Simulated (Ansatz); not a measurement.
Relaxed (211) slab cut from Al (space group Fm-3m (No. 225)); the slab's formula is Al, its outer planes Al (top) and Al (bottom):

```yaml
crystal:
  lattice:
    - [2.83943, 0.00000, 0.00000]
    - [0.00000, 6.95515, 0.00000]
    - [0.00000, 0.00000, 25.65574]
  atoms:
    - { symbol: Al, position: [0.50000, 0.66020, 0.29433] }
    - { symbol: Al, position: [0.00000, 0.33250, 0.32527] }
    - { symbol: Al, position: [0.50000, 0.00001, 0.35214] }
    - { symbol: Al, position: [0.00000, 0.66603, 0.38964] }
    - { symbol: Al, position: [0.50000, 0.33134, 0.42051] }
    - { symbol: Al, position: [0.00000, 0.00044, 0.45098] }
    - { symbol: Al, position: [0.50000, 0.66837, 0.48429] }
    - { symbol: Al, position: [0.00000, 0.33163, 0.51571] }
    - { symbol: Al, position: [0.50000, 0.99956, 0.54902] }
    - { symbol: Al, position: [0.00000, 0.66866, 0.57949] }
    - { symbol: Al, position: [0.50000, 0.33397, 0.61036] }
    - { symbol: Al, position: [0.00000, 0.99999, 0.64786] }
    - { symbol: Al, position: [0.50000, 0.66750, 0.67473] }
    - { symbol: Al, position: [0.00000, 0.33980, 0.70567] }
```

Level of theory: DFT PBEsol, scalar-relativistic, plane waves, PAW in Ansatz 0.2.0. Settings: cutoff 420 eV, Γ-centred mesh 12×5×1 on the computed 14-atom cell, Gaussian smearing of 0.10 eV; no spin polarisation. The cell repeats along c with a dipole correction in the vacuum.

The potential is the smooth part; its values at the atoms depend on the PAW datasets.

Problem. How does the plane-averaged electrostatic potential energy of an electron run along c, counted from the Fermi level?

Solution.
```csv
z (Å),V (eV)
2.57,4.22
2.85,4.22
3.14,4.22
3.42,4.22
3.71,4.22
3.99,4.22
4.28,4.21
4.56,4.21
4.85,4.19
5.13,4.16
5.42,4.11
5.70,3.99
5.99,3.76
6.27,3.30
6.56,2.42
6.84,0.83
7.13,-0.70
7.41,-1.96
7.70,-3.63
7.98,-4.81
8.27,-5.20
8.55,-5.21
8.84,-4.95
9.12,-4.51
9.41,-4.61
9.69,-4.36
9.98,-4.09
10.26,-4.69
10.55,-4.91
10.83,-4.88
11.12,-5.04
11.40,-4.81
11.69,-4.64
11.97,-4.89
12.26,-4.60
12.54,-4.58
12.83,-4.85
13.11,-4.58
13.40,-4.60
13.68,-4.89
13.97,-4.64
14.25,-4.81
14.54,-5.04
14.82,-4.88
15.11,-4.91
15.39,-4.69
15.68,-4.09
15.96,-4.36
16.25,-4.61
16.53,-4.51
16.82,-4.95
17.10,-5.21
17.39,-5.20
17.67,-4.81
17.96,-3.63
18.24,-1.96
18.53,-0.70
18.81,0.83
19.10,2.42
19.38,3.30
19.67,3.76
19.95,3.99
20.24,4.11
20.52,4.16
20.81,4.19
21.09,4.21
21.38,4.21
21.66,4.22
21.95,4.22
22.23,4.22
22.52,4.22
22.81,4.22
23.09,4.22
```

The vacuum level lies 4.22 eV above the Fermi level.

Cost: 1 run of about 2 core-minutes, on Arm Neoverse V2 (shared hosts).